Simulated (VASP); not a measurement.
Runs of VASP 6.6.1 on AgBr. The structure is cubic, space group Fm-3m (No. 225). Conventional cell: a = 5.772 Å, b = 5.772 Å, c = 5.772 Å, α = 90.00°, β = 90.00°, γ = 90.00°. Ag (site symmetry m-3m) is surrounded by 6 Br at 2.89 Å. Br (site symmetry m-3m) is surrounded by 6 Ag at 2.89 Å. 

| task | level | potentials or basis | spin | cell | gap on the mesh (eV) | pressure (GPa) |
| --- | --- | --- | --- | --- | --- | --- |
| single point | r2SCAN | VASP PAW PBE potentials, release 64 (Ag, Br) | off | as given | (a) | 0.3 |
| single point | PBEsol | VASP PAW PBE potentials, release 64 (Ag, Br) | off | functional pbesol, volume scaled by 0.96 | 0.58 | -0.6 |
| electric field gradients | PBE | VASP PAW PBE potentials, release 64 (Ag, Br) | non-collinear, zero start, SOC | as given | - | 1.5 |
| electric field gradients | LDA | VASP PAW LDA potentials, release 64 (Ag, Br) | off | as given | 0.48 | (b) |

Alike in all rows: k mesh 7 × 7 × 7; cutoff (eV) 520; smearing fermi-dirac 0.03 eV.

Q: Estimate the missing entries.

A: (a) 1.32; (b) -4.8.

Caveats: an odd mesh through Γ misses points on the zone boundary, where band edges often lie (some runs); the PAW data sets were made with another functional, which shifts forces and pressure a little (some runs).

A k mesh can miss the band edges, and rows without SOC leave out spin-orbit coupling on Ag, Br.
